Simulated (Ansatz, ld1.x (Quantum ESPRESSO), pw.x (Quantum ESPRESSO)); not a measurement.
**What a changed setting does to a pw.x run (bcc Si)**

Potential: norm-conserving Troullier–Martins (Kleinman–Bylander form), ld1.x (Quantum ESPRESSO) 7.5, PBE; core [Ne], reference 3s1.5 3p2.5; waves: 3s (bound): rc 1.60 bohr; 3p (bound): rc 1.55 bohr; 3d channel at 0.05 Ry: rc 1.70 bohr; local part: all-electron potential smoothed inside 1.30 bohr (lloc = -2); core correction: a·sin(br)/r model core inside 1.42 bohr.

The reference run (k-mesh 15³, cutoffs 55/220 Ry, Fermi–Dirac 0.01 Ry, mixing_beta 0.4, conv_thr 1e-9, no spin) gives -0.35 GPa at 14.593 Å³/atom, where all-electron LAPW gives 0.35 GPa. This run, with its own iteration cap, changes degauss to 0.002.

```
&control
  calculation='scf', prefix='x', pseudo_dir='./', outdir='./tmp', tstress=.true., disk_io='none'
/
&system
  ibrav=0, nat=1, ntyp=1, ecutwfc=55, ecutrho=220, nbnd=9,
  occupations='smearing', smearing='fd', degauss=0.002
/
&electrons
  conv_thr=1e-09, mixing_beta=0.4, electron_maxstep=60
/
ATOMIC_SPECIES
Si 1.0 Si.UPF
CELL_PARAMETERS angstrom
  -1.53943562 1.53943562 1.53943562
  1.53943562 -1.53943562 1.53943562
  1.53943562 1.53943562 -1.53943562
ATOMIC_POSITIONS crystal
Si 0.0000 0.0000 0.0000
K_POINTS automatic
15 15 15 0 0 0
```

```bash
pw.x < Si.scf.in > Si.scf.out
```

Q: How does the run end?

A: It converges in 7 iterations; the free energy moves by +11.9 meV/atom and the pressure by -0.05 GPa. In a metal, with Fermi–Dirac smearing, F lies below its zero-width value by a term in the square of the width.

```
Message from routine setup:
     using ibrav=0 with symmetry is DISCOURAGED, use correct ibrav instead
     lattice parameter (alat)  =       5.0387  a.u.
     unit-cell volume          =      98.4784 (a.u.)^3
     number of electrons       =         4.00
     number of Kohn-Sham states=            9
     kinetic-energy cutoff     =      55.0000  Ry
     charge density cutoff     =     220.0000  Ry
     scf convergence threshold =      1.0E-09
     Exchange-correlation= PBE
     number of k points=   120  Fermi-Dirac smearing, width (Ry)=  0.0020
     iteration #  1     ecut=    55.00 Ry     beta= 0.40
     total energy              =      -8.23742558 Ry
     estimated scf accuracy    <       0.00165721 Ry
     iteration #  2     ecut=    55.00 Ry     beta= 0.40
     total energy              =      -8.23730990 Ry
     estimated scf accuracy    <       0.00051730 Ry
     iteration #  3     ecut=    55.00 Ry     beta= 0.40
     total energy              =      -8.23733728 Ry
     estimated scf accuracy    <       0.00000527 Ry
     iteration #  4     ecut=    55.00 Ry     beta= 0.40
     total energy              =      -8.23733794 Ry
     estimated scf accuracy    <       0.00000001 Ry
     iteration #  5     ecut=    55.00 Ry     beta= 0.40
     total energy              =      -8.23733795 Ry
     estimated scf accuracy    <          4.3E-09 Ry
     iteration #  6     ecut=    55.00 Ry     beta= 0.40
     total energy              =      -8.23733795 Ry
     estimated scf accuracy    <          1.6E-09 Ry
     iteration #  7     ecut=    55.00 Ry     beta= 0.40
     the Fermi energy is    10.4639 ev
!    total energy              =      -8.23733795 Ry
     estimated scf accuracy    <          2.1E-11 Ry
     smearing contrib. (-TS)   =      -0.00007185 Ry
     The total energy is F=E-TS. E is the sum of the following terms:
     one-electron contribution =       4.66335824 Ry
     hartree contribution      =       0.02860825 Ry
     xc contribution           =      -2.92141215 Ry
     ewald contribution        =     -10.00782044 Ry
     convergence has been achieved in   7 iterations
          total   stress  (Ry/bohr**3)                   (kbar)     P=       -3.99
     Message from routine punch:
     Nothing written, as per user request (disk_io='none')
```

The run took about 6.1 s on one core of a shared host (Neoverse-V2, 192 threads, 742 GiB, load 46).
